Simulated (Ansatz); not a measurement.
## From formation energies to a reaction energy: LiF3

Theory: DFT PBE, scalar-relativistic, plane waves, PAW (Ansatz). Settings: cutoff 420 eV, Γ-centred meshes spaced at most about 0.3 Å⁻¹, and about 0.25 Å⁻¹ or finer for metals (2π included), Gaussian smearing. Spin is collinear in cells that carry moments; the others ran without spin or lost their moments.

Formation energies are uncorrected and refer to the elements' standard structures at the same level (F₂ as a molecule).

Temperature and zero-point effects are left out. No dispersion correction is applied, so the spacing and binding between layers, chains or molecules are poorly described (LiF3 P-6m2). Another magnetic order may lie lower.

A trial structure of LiF3 (reached from: ZnCu3 type (P-6m2); relaxed: space group P-6m2 (No. 187), a = 3.002 Å, c = 7.048 Å) has a formation energy of -1.113 eV/atom. At its composition the lowest mixture among the elements and 1 reference phase computed alike (others may be missing) consists of these:

```tsv
phase	source	ΔE_f (eV/atom)
F2 (gas)	element	0.000
LiF (P6_3mc)	Materials Project	-2.953
```

Task: Write the balanced decomposition and find its energy per atom, per formula unit and per mole of formula units.

Result: Balancing Li and F gives LiF3 → F2 + LiF. The left side holds 4 atoms, and the products take 2/4 (F2) and 2/4 (LiF) of them. The mixture therefore lies at 2/4 × (0.000) + 2/4 × (-2.953) = -1.477 eV/atom. The reaction energy is -1.477 − (-1.113) = -0.364 eV/atom. Times 4 atoms that is -1.456 eV per LiF3, and times 96.485 it is -140 kJ per mole of LiF3. Decomposition is downhill, so the trial structure is unstable against this mixture. Entropy of the gas would favour the products further at finite temperature.
